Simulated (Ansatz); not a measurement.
## NbAs: frozen-core PAW against all-electron methods

```
Nb As
1.0
     3.39998    0.00000    0.00000
    -1.69999    2.94447    0.00000
     0.00000    0.00000    8.36194
Nb As
2 2
Direct
  0.33333 0.66667 0.03663
  0.66667 0.33333 0.53663
  0.33333 0.66667 0.33937
  0.66667 0.33333 0.83937
```

Atoms are numbered in the order listed.

The structure comes from a relaxation in the same program, started in the wurtzite type, and has space group P6_3mc. Whether it is a known phase or the ground state wasn't checked.

All numbers are computed: DFT, PBE, PAW with Ansatz's default frozen-core files, scalar-relativistic (Ansatz 0.2.0); DFT, PBE, all-electron PAW with datasets made for the crystal, scalar-relativistic (Ansatz 0.2.0); DFT, PBE, all-electron LAPW, scalar-relativistic (Ansatz 0.2.0).

For PAW: a Γ-centred 9×9×5 k mesh, Fermi–Dirac smearing of 0.08 eV, cutoff 420 eV, no spin polarisation. The crystal-made all-electron datasets (AE datasets) take a cutoff of 320 eV at this cell. LAPW targets a basis error of 1 meV/atom. The Ansatz runs share mesh, smearing and spin set-up. Plane-wave (PAW) pressures include the program's estimate of the Pulay term.

Stress and pressure are positive in compression.

No spin–orbit coupling: at heavy atoms the gradients can be off by tens of per cent for that reason.

In a metal, gradients converge slowly with the k mesh: the values move by tens of per cent from one mesh to another, at times in sign, so only the comparison on one mesh counts.

Levels count from the Fermi level.

| quantity | PAW | AE datasets | LAPW |
| --- | --- | --- | --- |
| pressure (GPa) | -0.02 | -0.02 | -0.02 |
| highest filled level at A (eV) | -0.445 | -0.445 | -0.445 |
| lowest empty level at A (eV) | 0.913 | 0.913 | 0.913 |
| highest filled level at K (eV) | -0.379 | -0.379 | -0.379 |
| lowest empty level at K (eV) | 0.571 | 0.572 | 0.572 |
| field gradient Vzz at Nb1 (10²¹ V/m²) | -4.90 | -5.08 | – |
| field gradient Vzz at As3 (10²¹ V/m²) | -11.07 | -11.16 | – |

PAW's pressure differs from the LAPW value by about 0.01 GPa or less. Datasets made for the crystal and LAPW share parts of one code, so their agreement isn't an independent check.
